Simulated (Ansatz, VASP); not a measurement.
**One calculation of TaN, two programs**

Contents of INCAR:

```
  PREC = Accurate
  ENCUT = 520
  EDIFF = 1E-6
  ISMEAR = -1
  SIGMA = 0.05
  LREAL = F
  LASPH = T
  NELM = 100
  ALGO = Normal
  ISIF = 2
  LWAVE = F
  LCHARG = T
  GGA = PE
  LELF = T
  LVHAR = T
  NBANDS = 15
```

KPOINTS

```
Automatic mesh
0
Gamma
  15 15 15
```

POSCAR

```
TaN
1.0
    2.6944337831      0.0000000000      0.0000000000
    0.0000000000      2.6944337831      0.0000000000
    0.0000000000      0.0000000000      2.6944337831
Ta N
1 1
Direct
    0.0000000000      0.0000000000      0.0000000000
    0.5000000000      0.5000000000      0.5000000000
```

Input for Ansatz:

```yaml
crystal:
  lattice:
    - [2.6944337831, 0.0, 0.0]
    - [0.0, 2.6944337831, 0.0]
    - [0.0, 0.0, 2.6944337831]
  atoms:
    - { symbol: Ta, position: [0.0, 0.0, 0.0] }
    - { symbol: "N", position: [0.5, 0.5, 0.5] }
kpoints:
  mp_grid: { grid: [15, 15, 15] }
scf:
  occupations: { method: fermi_dirac, width: 0.05 }
hamiltonian:
  xc: pbe
  pseudopotentials: { kind: all_electron, datasets: crystal }
output:
  forces: true
  stress: true
  eigenvalues: true
```

Change from the starting cell: volume scaled by 0.94, crystal datasets.

Alike in both runs: task single point; functional PBE; k mesh 15 × 15 × 15; occupations fermi-dirac, width 0.05 eV; no spin polarisation.

```csv
,VASP,Ansatz
version,VASP 6.6.1,Ansatz 0.2.0
potentials or method,"VASP PAW PBE potentials, release 64 (Ta_pv, N)","all-electron PAW with datasets made for the crystal, scalar-relativistic"
plane-wave cutoff (eV),520,see its input
```

```tsv
	VASP	Ansatz	Ansatz less VASP
pressure (GPa)	23.1	22.3	-0.88
```

Ansatz ran all-electron here, so the differences hold the error of VASP's frozen core and of both bases.

Caveats: so large a pressure means that the cell lies far from this level's equilibrium, or that cutoff or potentials fall short (VASP). The runs have no spin-orbit coupling, so splittings on Ta are missing.
